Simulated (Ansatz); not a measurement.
Space group I4/mmm (No. 139). a = 3.504 Å, b = 3.504 Å, c = 4.301 Å, α = 90.00°, β = 90.00°, γ = 90.00°
```
atom site symmetry x y z
  Sn    2a     4/mmm  0.0000  0.0000  0.0000
```

Equation of state of this Sn structure (not necessarily the ground state), with shape and atoms relaxed at each volume where symmetry leaves them free. It has no gap at any of these volumes. All numbers below come from DFT PBEsol, scalar-relativistic, plane waves, PAW in Ansatz 0.2.0.

Plane waves to 420 eV, a k mesh through Γ of 16×16×16 on the computed 1-atom cell and Gaussian smearing (0.10 eV); no spin polarisation.

| V (Å³/atom) | E − E(largest V) (meV/atom) | P (GPa) |
| --- | --- | --- |
| 24.820 | 2.97 | 3.85 |
| 25.612 | -10.59 | 1.73 |
| 26.404 | -14.42 | 0.00 |
| 27.196 | -10.61 | -1.51 |
| 27.988 | 0.00 | -2.80 |

Question: Fit a third-order Birch–Murnaghan equation to E(V).

Answer: V0 = 26.38 Å³/atom, B0 = 53 GPa, B0' = 5.2.

This form isn't the element's structure at ambient conditions.